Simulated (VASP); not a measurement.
# PtSe2 in VASP: notebook

Runs on PtSe2. Level: PBE+D3(BJ). Tasks: relaxation of cell and atoms.

Program: VASP 6.6.1. These are calculated values, not measurements. Logs are shortened: lines on timing, memory, paths and dates and some standing lists are left out, and cuts for length are marked.

### 1 Starting point

The cell holds a slab with vacuum, 3 atoms: a = 3.724 Å, b = 3.724 Å, c = 20.531 Å, α = 90.00°, β = 90.00°, γ = 120.00°.

### 2 Relaxation of cell and atoms, PBE+D3(BJ)

The input, INCAR:

```
  PREC = Accurate
  ENCUT = 600
  EDIFF = 1E-6
  ISMEAR = 0
  SIGMA = 0.03
  LREAL = False
  LASPH = True
  NELM = 80
  ALGO = Normal
  ISIF = 3
  LWAVE = False
  LCHARG = False
  GGA = PE
  IVDW = 12
  IBRION = 2
  NSW = 90
  EDIFFG = -0.01
  LATTICE_CONSTRAINTS = .TRUE. .TRUE. .FALSE.
```

The input, KPOINTS:

```
Automatic mesh
0
Gamma
  9 9 1
```

The input, POSCAR:

```
PtSe2
1.0
    3.7240000000      0.0000000000      0.0000000000
   -1.8620000000      3.2250786000      0.0000000000
    0.0000000000      0.0000000000     20.5310000000
Se Pt
2 1
Direct
    0.6666666700      0.3333333300      0.4383615000
    0.3333333300      0.6666666700      0.5616385000
    0.0000000000      0.0000000000      0.5000000000
```

Potentials or basis: VASP PAW PBE potentials, release 64 (Se, Pt).

Command:

```console
cat potpaw_PBE.64/Se/POTCAR potpaw_PBE.64/Pt/POTCAR > POTCAR
mpirun -np 1 vasp_std > vasp.out
```

OUTCAR:

```text
PREC = Accurate
   ENCUT = 600
   EDIFF = 1E-6
   ISMEAR = 0
   LREAL = False
   LASPH = True
   NELM = 80
   ISIF = 3
   GGA = PE
   IVDW = 12
   IBRION = 2
   NSW = 90
   EDIFFG = -0.01
 IVDW          = 12

 ion  position               nearest neighbor table
   1  0.667  0.333  0.438-   3 2.49   3 2.49   3 2.49
   2  0.333  0.667  0.562-   3 2.49   3 2.49   3 2.49
   3  0.000  0.000  0.500-   1 2.49   2 2.49   2 2.49   1 2.49   1 2.49   2 2.49

  LATTYP: Found a hexagonal cell.
 ALAT       =     3.7240000000
 C/A-ratio  =     5.5131578947

  Lattice vectors:

 A1 = (   3.7240000000,   0.0000000000,   0.0000000000)
 A2 = (  -1.8620000000,   3.2250786000,   0.0000000000)
 A3 = (   0.0000000000,   0.0000000000,  20.5310000000)

Analysis of symmetry for initial positions (statically):
=====================================================================
 Subroutine PRICEL returns:
 Original cell was already a primitive cell.

 Routine SETGRP: Setting up the symmetry group for a
 hexagonal supercell.

 Subroutine GETGRP returns: Found 12 space group operations
 (whereof 12 operations were pure point group operations)
 out of a pool of 24 trial point group operations.

The static configuration has the point symmetry D_3d.

Analysis of symmetry for dynamics (positions and initial velocities):
=====================================================================
 Subroutine PRICEL returns:
 Original cell was already a primitive cell.

 Routine SETGRP: Setting up the symmetry group for a
 hexagonal supercell.

 Subroutine GETGRP returns: Found 12 space group operations
 (whereof 12 operations were pure point group operations)
 out of a pool of 24 trial point group operations.

The dynamic configuration has the point symmetry D_3d.

 Subroutine INISYM returns: Found 12 space group operations
 (whereof 12 operations are pure point group operations),
 and found     1 'primitive' translations

----------------------------------------------------------------------------------------

                                     Primitive cell

  volume of cell :     246.5813

  direct lattice vectors                    reciprocal lattice vectors
     3.724000000  0.000000000  0.000000000     0.268528464  0.155034981  0.000000000
    -1.862000000  3.225078600  0.000000000     0.000000000  0.310069962  0.000000000
     0.000000000  0.000000000 20.531000000     0.000000000  0.000000000  0.048706834

  length of vectors
     3.724000000  3.723999997 20.531000000     0.310069962  0.310069962  0.048706834

  position of ions in fractional coordinates (direct lattice)
     0.666666670  0.333333330  0.438361500
     0.333333330  0.666666670  0.561638500
     0.000000000  0.000000000  0.500000000

  ion indices of the primitive-cell ions
[... 51 lines left out ...]
   NGX,Y,Z   is equivalent  to a cutoff of  13.39, 13.39, 13.60 a.u.
   NGXF,Y,Z  is equivalent  to a cutoff of  26.79, 26.79, 27.21 a.u.
 SYSTEM =  unknown system
   PREC   = accura    normal or accurate (medium, high low for compatibility)
   ISTART =      0    job   : 0-new  1-cont  2-samecut
   ICHARG =      2    charge: 1-file 2-atom 10-const
   ISPIN  =      1    spin polarized calculation?
   LNONCOLLINEAR =      F non collinear calculations
   LSORBIT =      F    spin-orbit coupling
   LASPH  =      T    aspherical Exc in radial PAW
   ENCUT  =  600.0 eV  44.10 Ry    6.64 a.u.   7.44  7.44 41.01*2*pi/ulx,y,z
   NELM   =     80;   NELMIN=  2; NELMDL= -5     # of ELM steps
   EDIFF  = 0.1E-05   stopping-criterion for ELM
   LREAL  =      F    real-space projection
   EDIFFG = -.1E-01   stopping-criterion for IOM
   NSW    =     90    number of steps for IOM
   IBRION =      2    ionic relax: 0-MD 1-quasi-New 2-CG
   NFREE  =      1    steps in history (QN), initial steepest desc. (CG)
   ISIF   =      3    stress and relaxation
   ISYM   =      2    0-nonsym 1-usesym 2-fastsym
   POTIM  = 0.5000    time-step for ionic-motion
   TEBEG  =    0.0;   TEEND  =   0.0 temperature during run
   PSTRESS=    0.0 pullay stress
   NELECT =      22.0000    total number of electrons
   NUPDOWN=      -1.0000    fix difference up-down
   EMIN   =  10.00;   EMAX   =-10.00  energy-range for DOS
   EFERMI =   0.00;   METHOD = LEGACY
   ISMEAR =     0;   SIGMA  =   0.03  broadening in eV -4-tet -1-fermi 0-gaus
   EFERMI_NEDOS =   21; number of points for ismear=-14 and -15
   IALGO  =     38    algorithm
   IMIX   =      4    mixing-type and parameters
     AMIX     =   0.40;   BMIX     =  1.00
     AMIX_MAG =   1.60;   BMIX_MAG =  1.00
  volume/ion in A,a.u.               =      82.19       554.67
  Fermi-wavevector in a.u.,A,eV,Ry     =   0.731525  1.382381  7.280865  0.535128
  Thomas-Fermi vector in A             =   1.823763
   LORBIT       =      0    0 simple, 1 ext, 2 COOP (PROOUT), +10 PAW based schemes
   GGA     = PE    functional components
   LHFCALC =     F    Hartree Fock is set to
   AEXX    =    0.0000 exact exchange contribution
   IVDW    =    12    specifies the selected vdW correction
   LEPSILON=     F    determine dielectric tensor
   LRPA    =     F    only Hartree local field effects (RPA)
 conjugate gradient relaxation of ions
 non-spin polarized calculation
 Gauss-broadening in eV      SIGMA  =   0.03
  energy-cutoff  :      600.00
  volume of cell :      246.58
 maximum number of plane-waves:      8273
 NGX is ok and might be reduce to    30
   NGX = 15   NGY = 15   NGZ = 83

--------------------------------------- Ionic step        1  -------------------------------------------

 number of electron      21.9999998 magnetization

 Free energy of the ion-electron system (eV)
  ---------------------------------------------------
  ext. energy  EPLUGINS =         0.00000000
  ---------------------------------------------------
  free energy    TOTEN  =       -14.25645033 eV

  energy without entropy =      -14.25645033  energy(sigma->0) =      -14.25645033

------------------------ aborting loop because EDIFF is reached ----------------------------------------

 Edisp (eV)   -0.89680

 E8    (eV) :    -0.4117
[... 155 lines left out ...]
--------------------------------------- Ionic step        5  -------------------------------------------

 number of electron      21.9999996 magnetization

 Free energy of the ion-electron system (eV)
  ---------------------------------------------------
  ext. energy  EPLUGINS =         0.00000000
  ---------------------------------------------------
  free energy    TOTEN  =       -14.28659848 eV

  energy without entropy =      -14.28659848  energy(sigma->0) =      -14.28659848

 E-fermi :  -2.7595     XC(G=0):  -3.3095

 val. band max:       -2.8895537525   @ k =   0.0000   0.0000   0.0000
 cond. band min:      -1.5391107887   @ k =   0.2222   0.0000   0.0000
 fundamental gap:      1.3504429638
 Fermi energy:        -2.7595124827

 k-point     1 :       0.0000    0.0000    0.0000
  band No.  band energies     occupation
      1     -16.9392      2.00000
      2     -15.1754      2.00000
      3      -8.0482      2.00000
      4      -7.9860      2.00000
      5      -7.9860      2.00000
      6      -5.7740      2.00000
      7      -5.7740      2.00000
      8      -4.2002      2.00000
      9      -3.5708      2.00000
     10      -2.8896      2.00000
     11      -2.8896      2.00000
     12       0.0686      0.00000
     13       0.0686      0.00000
     14       1.6046      0.00000
[... 231 lines left out ...]
  FREE ENERGIE OF THE ION-ELECTRON SYSTEM (eV)
  ---------------------------------------------------
  free  energy   TOTEN  =       -15.1839625305 eV

  energy  without entropy=      -15.1839625305  energy(sigma->0) =      -15.18396253

 reached required accuracy - stopping structural energy minimisation
```

OSZICAR:

```text
N       E                     dE             d eps       ncg     rms          rms(c)
DAV:   1     0.178295598013E+03    0.17830E+03   -0.80334E+03   360   0.120E+03
DAV:   2     0.281200248953E+01   -0.17548E+03   -0.16956E+03   565   0.194E+02
DAV:   3    -0.148055742249E+02   -0.17618E+02   -0.17466E+02   465   0.762E+01
[... 62 lines left out ...]
DAV:   4    -0.142865347851E+02    0.14423E-02   -0.86591E-03   430   0.614E-01    0.134E-01
DAV:   5    -0.142865899684E+02   -0.55183E-04   -0.15438E-04   486   0.920E-02    0.830E-02
DAV:   6    -0.142866002890E+02   -0.10321E-04   -0.13452E-04   479   0.755E-02    0.125E-02
DAV:   7    -0.142865989525E+02    0.13365E-05   -0.59256E-06   493   0.176E-02    0.802E-03
DAV:   8    -0.142865984786E+02    0.47387E-06   -0.22218E-06   355   0.102E-02
   5 F= -.15183963E+02 E0= -.15183963E+02  d E =-.148496E-01
```

It took 3.5 min on 1 thread of Intel Xeon Platinum 8375C at 2.90GHz (Ice Lake), shared host; peak memory 0.46 GiB.

What came out:

```yaml
Free_energy: -15.1840 eV
Relaxed_volume: 81.38 Å³/atom
Relaxed_cell: a = 3.705 Å, b = 3.705 Å, c = 20.531 Å, α = 90.00°, β = 90.00°, γ = 120.00°
Space_group_after_relaxing_to_0.05_Å: P-3m1 (No. 164)
Energy_gained_by_relaxing: 10.2 meV/atom
Ionic_steps: 5
Band_gap_on_the_k_mesh: 1.35 eV, indirect (least direct gap 1.58 eV)
Dispersion_energy_per_atom: -0.299 eV
```

Step by step:
| step | energy change (eV) | largest force (eV/Å) | pressure (GPa) | volume (Å³) |
| --- | --- | --- | --- | --- |
| 1 | 0.0000 | 0.5996 | 0.74 | 246.58 |
| 2 | -0.0019 | 0.1198 | -0.75 | 254.17 |
| 3 | -0.0159 | 0.2171 | -0.06 | 250.42 |
| 4 | -0.0235 | 0.1515 | -0.04 | 248.52 |
| 5 | -0.0307 | 0.0001 | 0.01 | 244.13 |

Final structure:
```cif
data_structure
_symmetry_space_group_name_H-M 'P 1'
_symmetry_Int_Tables_number 1
_cell_length_a 3.7055
_cell_length_b 3.7055
_cell_length_c 20.5310
_cell_angle_alpha 90.000
_cell_angle_beta 90.000
_cell_angle_gamma 120.000
_cell_volume 244.13
loop_
_atom_site_label
_atom_site_type_symbol
_atom_site_fract_x
_atom_site_fract_y
_atom_site_fract_z
_atom_site_occupancy
Se1 Se 0.66667 0.33333 0.43545 1
Se2 Se 0.33333 0.66667 0.56455 1
Pt1 Pt 0.00000 0.00000 0.50000 1
```

Caveat: spin-orbit coupling is left out, which moves the levels of the heavy elements.

### 3 Relaxation of cell and atoms, PBE+D3(BJ)

This run uses another cell than the first one, of 81.38 Å³/atom, 0.990 times its volume.

Edit INCAR of step 2 so:

```diff
@@ -2,3 +2,3 @@
   ENCUT = 600
-  EDIFF = 1E-6
+  EDIFF = 1E-7
   ISMEAR = 0
@@ -16,3 +16,3 @@
   NSW = 90
-  EDIFFG = -0.01
+  EDIFFG = -0.005
   LATTICE_CONSTRAINTS = .TRUE. .TRUE. .FALSE.
```

KPOINTS is that of step 2.

The input, POSCAR:

```
PtSe2                                   
1.0
    3.7054754941      0.0000000000      0.0000000000
   -1.8527377470      3.2090359074      0.0000000000
    0.0000000000      0.0000000000     20.5310000000
  Se              Pt            
     2     1
Direct
     0.6666666699999979    0.3333333300000021    0.4354485116055199
     0.3333333300000021    0.6666666699999979    0.5645514883944801
     0.0000000000000000    1.0000000000000000    0.5000000000000000
```

Potentials or basis: VASP PAW PBE potentials, release 64 (Se, Pt).

Command:

```console
cat potpaw_PBE.64/Se/POTCAR potpaw_PBE.64/Pt/POTCAR > POTCAR
mpirun -np 1 vasp_std > vasp.out
```

OUTCAR:

```text
PREC = Accurate
   ENCUT = 600
   EDIFF = 1E-7
   ISMEAR = 0
   LREAL = False
   LASPH = True
   NELM = 80
   ISIF = 3
   GGA = PE
   IVDW = 12
   IBRION = 2
   NSW = 90
   EDIFFG = -0.005
 IVDW          = 12

 ion  position               nearest neighbor table
   1  0.667  0.333  0.435-   3 2.52   3 2.52   3 2.52
   2  0.333  0.667  0.565-   3 2.52   3 2.52   3 2.52
   3  0.000  0.000  0.500-   1 2.52   2 2.52   2 2.52   1 2.52   1 2.52   2 2.52

  LATTYP: Found a hexagonal cell.
 ALAT       =     3.7054754941
 C/A-ratio  =     5.5407194118

  Lattice vectors:

 A1 = (   3.7054754941,   0.0000000000,   0.0000000000)
 A2 = (  -1.8527377470,   3.2090359074,   0.0000000000)
 A3 = (   0.0000000000,   0.0000000000,  20.5310000000)

Analysis of symmetry for initial positions (statically):
=====================================================================
 Subroutine PRICEL returns:
 Original cell was already a primitive cell.

 Routine SETGRP: Setting up the symmetry group for a
 hexagonal supercell.

 Subroutine GETGRP returns: Found 12 space group operations
 (whereof 12 operations were pure point group operations)
 out of a pool of 24 trial point group operations.

The static configuration has the point symmetry D_3d.

Analysis of symmetry for dynamics (positions and initial velocities):
=====================================================================
 Subroutine PRICEL returns:
 Original cell was already a primitive cell.

 Routine SETGRP: Setting up the symmetry group for a
 hexagonal supercell.

 Subroutine GETGRP returns: Found 12 space group operations
 (whereof 12 operations were pure point group operations)
 out of a pool of 24 trial point group operations.

The dynamic configuration has the point symmetry D_3d.

 Subroutine INISYM returns: Found 12 space group operations
 (whereof 12 operations are pure point group operations),
 and found     1 'primitive' translations

[... 86 lines left out ...]
   NSW    =     90    number of steps for IOM
   IBRION =      2    ionic relax: 0-MD 1-quasi-New 2-CG
   NFREE  =      1    steps in history (QN), initial steepest desc. (CG)
   ISIF   =      3    stress and relaxation
   ISYM   =      2    0-nonsym 1-usesym 2-fastsym
   POTIM  = 0.5000    time-step for ionic-motion
   TEBEG  =    0.0;   TEEND  =   0.0 temperature during run
   PSTRESS=    0.0 pullay stress
   NELECT =      22.0000    total number of electrons
   NUPDOWN=      -1.0000    fix difference up-down
   EMIN   =  10.00;   EMAX   =-10.00  energy-range for DOS
   EFERMI =   0.00;   METHOD = LEGACY
   ISMEAR =     0;   SIGMA  =   0.03  broadening in eV -4-tet -1-fermi 0-gaus
   EFERMI_NEDOS =   21; number of points for ismear=-14 and -15
   IALGO  =     38    algorithm
   IMIX   =      4    mixing-type and parameters
     AMIX     =   0.40;   BMIX     =  1.00
     AMIX_MAG =   1.60;   BMIX_MAG =  1.00
  volume/ion in A,a.u.               =      81.38       549.17
  Fermi-wavevector in a.u.,A,eV,Ry     =   0.733961  1.386985  7.329437  0.538698
  Thomas-Fermi vector in A             =   1.826797
   LORBIT       =      0    0 simple, 1 ext, 2 COOP (PROOUT), +10 PAW based schemes
   GGA     = PE    functional components
   LHFCALC =     F    Hartree Fock is set to
   AEXX    =    0.0000 exact exchange contribution
   IVDW    =    12    specifies the selected vdW correction
   LEPSILON=     F    determine dielectric tensor
   LRPA    =     F    only Hartree local field effects (RPA)
 conjugate gradient relaxation of ions
 non-spin polarized calculation
 Gauss-broadening in eV      SIGMA  =   0.03
  energy-cutoff  :      600.00
  volume of cell :      244.13
 maximum number of plane-waves:      8225
 NGX is ok and might be reduce to    30
   NGX = 15   NGY = 15   NGZ = 83

--------------------------------------- Ionic step        1  -------------------------------------------

 number of electron      21.9999996 magnetization

 Free energy of the ion-electron system (eV)
  ---------------------------------------------------
  ext. energy  EPLUGINS =         0.00000000
  ---------------------------------------------------
  free energy    TOTEN  =       -14.28655159 eV

  energy without entropy =      -14.28655159  energy(sigma->0) =      -14.28655159

------------------------ aborting loop because EDIFF is reached ----------------------------------------

 Edisp (eV)   -0.89736

 E8    (eV) :    -0.4119
[... 73 lines left out ...]
--------------------------------------- Ionic step        3  -------------------------------------------

 number of electron      21.9999996 magnetization

 Free energy of the ion-electron system (eV)
  ---------------------------------------------------
  ext. energy  EPLUGINS =         0.00000000
  ---------------------------------------------------
  free energy    TOTEN  =       -14.28673322 eV

  energy without entropy =      -14.28673322  energy(sigma->0) =      -14.28673322

 E-fermi :  -2.7547     XC(G=0):  -3.2873

 val. band max:       -2.8862196520   @ k =   0.0000   0.0000   0.0000
 cond. band min:      -1.5360078610   @ k =   0.2222   0.0000   0.0000
 fundamental gap:      1.3502117910
 Fermi energy:        -2.7547484971

 k-point     1 :       0.0000    0.0000    0.0000
  band No.  band energies     occupation
      1     -16.9341      2.00000
      2     -15.1710      2.00000
      3      -8.0432      2.00000
      4      -7.9812      2.00000
      5      -7.9812      2.00000
      6      -5.7695      2.00000
      7      -5.7695      2.00000
      8      -4.1963      2.00000
      9      -3.5670      2.00000
     10      -2.8862      2.00000
     11      -2.8862      2.00000
     12       0.0713      0.00000
     13       0.0713      0.00000
     14       1.6171      0.00000
[... 231 lines left out ...]
  FREE ENERGIE OF THE ION-ELECTRON SYSTEM (eV)
  ---------------------------------------------------
  free  energy   TOTEN  =       -15.1839168353 eV

  energy  without entropy=      -15.1839168353  energy(sigma->0) =      -15.18391684

 reached required accuracy - stopping structural energy minimisation
```

OSZICAR:

```text
N       E                     dE             d eps       ncg     rms          rms(c)
DAV:   1     0.175119408074E+03    0.17512E+03   -0.82672E+03   360   0.122E+03
DAV:   2     0.283935037818E+01   -0.17228E+03   -0.16696E+03   573   0.189E+02
DAV:   3    -0.148719164752E+02   -0.17711E+02   -0.17633E+02   479   0.750E+01
[... 32 lines left out ...]
DAV:   1    -0.142867445848E+02    0.26487E-03   -0.31888E-04   444   0.154E-01    0.223E-02
DAV:   2    -0.142867349382E+02    0.96466E-05   -0.39583E-05   367   0.690E-02    0.114E-02
DAV:   3    -0.142867333413E+02    0.15968E-05   -0.37217E-06   395   0.211E-02    0.538E-03
DAV:   4    -0.142867331545E+02    0.18684E-06   -0.24016E-06   458   0.971E-03    0.219E-03
DAV:   5    -0.142867332169E+02   -0.62357E-07   -0.95893E-08   306   0.302E-03
   3 F= -.15183917E+02 E0= -.15183917E+02  d E =-.119127E-05
```

Run time: 2.1 min. Hardware: 1 thread of Intel Xeon Platinum 8375C at 2.90GHz (Ice Lake), shared host; peak memory 0.44 GiB.

What came out:

- Free energy: -15.1839 eV
- Relaxed volume: 81.39 Å³/atom
- Relaxed cell: a = 3.706 Å, b = 3.706 Å, c = 20.531 Å, α = 90.00°, β = 90.00°, γ = 120.00°
- Space group after relaxing (to 0.05 Å): P-3m1 (No. 164)
- Energy gained by relaxing: 0.0 meV/atom
- Ionic steps: 3
- Band gap on the k mesh: 1.35 eV, indirect (least direct gap 1.58 eV)
- Dispersion energy per atom: -0.299 eV

Forces on the atoms (eV/Å):
```
Se   0.000  0.000  0.002
Se   0.000  0.000 -0.002
Pt   0.000  0.000  0.000
```

Final structure:
```
CELL_PARAMETERS angstrom
3.70583 0.00000 0.00000
-1.85292 3.20935 0.00000
0.00000 0.00000 20.53100
ATOMIC_POSITIONS crystal
Se 0.66667 0.33333 0.43545
Se 0.33333 0.66667 0.56455
Pt 0.00000 0.00000 0.50000
```

Caveat: spin-orbit coupling is left out, which moves the levels of the heavy elements. As with any semilocal functional, this PBE gap is likely too small.
